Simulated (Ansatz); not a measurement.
Reaction (formal exchange of groups at the Sn–C bond): `O=[CH][SnH2][OH]` + `CC[SiH2]O` → `O[SiH2][SnH2][OH]` + `CCC=O`

Gas-phase electronic energies from Ansatz, PBE0-D4/def2-TZVP geometries. CCSD(T)/CBS is the MP2 limit (def2-TZVPP, def2-QZVPP) plus CCSD(T) − MP2 in def2-TZVPP, frozen cores. DFT in def2-TZVPP. Elements past krypton have def2 core potentials. For Sn outer-core shells are correlated without core-valence functions, which leaves a few kJ/mol of doubt a bond. One conformer a species, not always the lowest.

```
        level  ΔE (kcal/mol)
      BLYP-D4           -7.7
HF/def2-QZVPP          -11.0
```

What does CCSD(T)/CBS give? (An estimate is asked.)

The calculation gave: -8.5 kcal/mol. The listed levels differ from it by 0.8, -2.5 kcal/mol.

Largest T1 diagnostic among the species: 0.016.

From BLYP to BHLYP (50 % exact exchange), in def2-TZVPP and without D4, ΔE moves by −1.3 kcal/mol. In def2-TZVPP, CCSD(T) changes the Hartree–Fock value by +3.0 kcal/mol (the triples alone add +0.6 kcal/mol) and MP2 by +3.0 kcal/mol.

CCSD(T)/CBS has its own doubt, a few kJ/mol and more with outer-core shells, so smaller differences from it don't rank the levels.
